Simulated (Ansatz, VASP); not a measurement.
This is a calculation of Ti3Si for VASP 6.6.1.

Contents of INCAR:

```
SYSTEM = Ti3Si
  PREC = Accurate
  ENCUT = 520
  EDIFF = 1E-7
  ISMEAR = -1
  SIGMA = 0.05
  LREAL = .False.
  LASPH = .True.
  NELM = 80
  ALGO = Normal
  ISIF = 2
  LWAVE = .False.
  LCHARG = .False.
  GGA = PS
  NBANDS = 28
```

File KPOINTS:

```
Automatic mesh
0
Gamma
  7 7 7
  0 0 0
```

The input POSCAR:

```
Ti3Si
1.0
    0.0000000000      3.1857338504      3.1857338504
    3.1857338504      0.0000000000      3.1857338504
    3.1857338504      3.1857338504      0.0000000000
Ti Si
3 1
Direct
    0.0000000000      0.0000000000      0.0000000000
    0.2500000000      0.2500000000      0.2500000000
    0.7500000000      0.7500000000      0.7500000000
    0.5000000000      0.5000000000      0.5000000000
```

Potentials or basis: VASP PAW PBE potentials, release 64 (Ti_sv, Si).

Launch:

```bash
$ cat potpaw_PBE.64/Ti_sv/POTCAR potpaw_PBE.64/Si/POTCAR > POTCAR
$ mpirun -np 1 vasp_std > vasp.out
```

Problem. Translate it to Ansatz 0.2.0. Potentials there: Ansatz PAW.

Solution. As run (the cutoff follows the program's own potentials):

Contents of input.yaml:

```yaml
crystal:
  lattice:
    - [0.0, 3.1857338504, 3.1857338504]
    - [3.1857338504, 0.0, 3.1857338504]
    - [3.1857338504, 3.1857338504, 0.0]
  atoms:
    - { symbol: Ti, position: [0.0, 0.0, 0.0] }
    - { symbol: Ti, position: [0.25, 0.25, 0.25] }
    - { symbol: Ti, position: [0.75, 0.75, 0.75] }
    - { symbol: Si, position: [0.5, 0.5, 0.5] }
hamiltonian:
  xc: pbesol
  pseudopotentials: { kind: paw }
kpoints:
  mp_grid: { grid: [7, 7, 7] }
scf:
  occupations: { method: fermi_dirac, width: 0.05 }
output:
  forces: true
  stress: true
  eigenvalues: true
```

Potentials or basis: Ansatz PAW.

Command:

```console
$ ansatz run input.yaml --threads 1 --pin off --max-ram 3584MiB --backend cpu --events-out ev --progress --plain --runs-dir out
```

Both were run:

|  | VASP | Ansatz | Ansatz less VASP |
| --- | --- | --- | --- |
| gap on the k mesh at the Fermi level (eV) | none | none | - |
| pressure (GPa) | -9.4 | -9.4 | +0.03 |

A gap of «none» marks a metal or a gap that the smearing closes.

Caveats: the PAW data sets were made with another functional, which shifts forces and pressure a little (VASP); the PAW data sets come from PBE, with cores solved anew for the run's functional, which leaves a small shift of forces and pressure (Ansatz).
